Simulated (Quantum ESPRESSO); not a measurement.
The system is BeTe.

```xyz
2
Lattice="0.0000 2.7700 2.7700 2.7700 0.0000 2.7700 2.7700 2.7700 0.0000" Properties=species:S:1:pos:R:3 pbc="T T T"
Te    4.1550    4.1550    4.1550
Be    0.0000    0.0000    0.0000
```

| Item | Value |
| --- | --- |
| Program | Quantum ESPRESSO 7.5 |
| Task | phonons |
| Functional | PBE |
| Potentials or basis | SG15 PBE 1.2 |
| Cutoff | 952 eV |
| Density cutoff | 3810 eV |
| k mesh | 4 × 4 × 4, shifted |
| Occupations | fermi-dirac, width 0.05 eV |
| Spin | no spin polarisation |
| Mixing beta | 0.5 |
| Most SCF iterations | 120 |
| SCF threshold | 4e-10 Ry |

The cell and the atoms were relaxed first, to 22.73 Å³/atom (a = 4.006 Å, b = 4.006 Å, c = 4.006 Å, α = 60.00°, β = 60.00°, γ = 60.00°), and the response was taken there.

The first run showed a gap, so the response started from a second, tighter run with fixed occupations.

At Γ the optical frequencies without the macroscopic field are 456 456 456 cm⁻¹, at a pressure of 0.0 GPa.

Problem. How do the modes respond when the cell is scaled evenly, at fixed shape?

Solution. The highest of these modes has a Grüneisen parameter of 1.38 and moves by +11.1 cm⁻¹ per GPa. None of the listed modes softens on compression. The pressures give a bulk modulus of about 57 GPa.

Frequencies at 99 % and 101 % of the volume (pressures 0.6 and -0.6 GPa), ions relaxed:
| mode | 99 % (cm⁻¹) | 101 % (cm⁻¹) | Grüneisen parameter |
| --- | --- | --- | --- |
| 4 | 462.4 | 449.8 | 1.38 |
| 5 | 462.4 | 449.8 | 1.38 |
| 6 | 462.4 | 449.8 | 1.38 |

Modes are matched by their order; those that don't vary smoothly over the three volumes are left out.
